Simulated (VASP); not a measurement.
MoSe2:

```xyz
6
Lattice="3.2880 0.0000 0.0000 -1.6440 2.8475 0.0000 0.0000 0.0000 12.9000" Properties=species:S:1:pos:R:3 pbc="T T T"
Mo    0.0000    1.8983    3.2250
Mo    1.6440    0.9492    9.6750
Se    0.0000    1.8983    8.0625
Se    1.6440    0.9492    1.6125
Se    0.0000    1.8983   11.2875
Se    1.6440    0.9492    4.8375
```

- Program: VASP 6.6.1
- Task: relaxation of cell and atoms
- Functional: PBE
- Dispersion: D3(BJ)
- Potentials or basis: VASP PAW PBE potentials, release 64 (Mo_sv, Se)
- Cutoff: 600 eV
- k mesh: 9 × 9 × 2
- Occupations: gaussian, width 0.02 eV
- Spin: no spin polarisation

At the start: pressure 4.5 GPa; volume 20.13 Å³/atom.

**Question.** How do energy, volume and symmetry change on relaxing?

**Answer.** Over 18 steps the energy falls by 24.1 meV/atom and the volume is 19.76 Å³/atom (-1.9 %); space group P6_3/mmc (No. 194, to 0.05 Å).

The path:
| step | energy change (eV) | largest force (eV/Å) | pressure (GPa) | volume (Å³) |
| --- | --- | --- | --- | --- |
| 1 | 0.0000 | 1.1439 | 4.52 | 120.78 |
| 2 | 0.2312 | 1.2857 | -9.27 | 130.93 |
| 3 | -0.1073 | 0.1482 | -1.23 | 124.27 |
| 4 | -0.1074 | 0.1804 | -1.04 | 124.14 |
| 5 | -0.1225 | 0.1158 | -0.28 | 122.48 |
| 6 | -0.1232 | 0.0989 | -0.07 | 122.03 |
| 7 | -0.1275 | 0.0929 | -0.05 | 121.60 |
| 8 | -0.1379 | 0.0744 | 0.04 | 120.30 |
| 9 | -0.1432 | 0.0316 | 0.38 | 117.71 |
| 10 | -0.1441 | 0.0497 | 0.27 | 118.49 |
| 11 | -0.1368 | 0.2270 | -1.53 | 119.48 |
| 12 | -0.1444 | 0.0051 | -0.02 | 118.64 |
| 13 | -0.1444 | 0.0042 | -0.03 | 118.65 |
| 14 | -0.1444 | 0.0003 | 0.00 | 118.57 |
| 15 | -0.1444 | 0.0001 | -0.01 | 118.58 |
| 16 | -0.1444 | 0.0074 | 0.04 | 118.52 |
| 17 | -0.1444 | 0.0049 | 0.02 | 118.54 |
| 18 | -0.1444 | 0.0036 | 0.01 | 118.53 |

Final structure:
```
Mo Se
1.0
     3.27843    0.00000    0.00000
    -1.63921    2.83920    0.00000
     0.00000    0.00000   12.73449
Mo Se
2 4
Direct
  0.33333 0.66667 0.25000
  0.66667 0.33333 0.75000
  0.33333 0.66667 0.61843
  0.66667 0.33333 0.11843
  0.33333 0.66667 0.88157
  0.66667 0.33333 0.38157
```
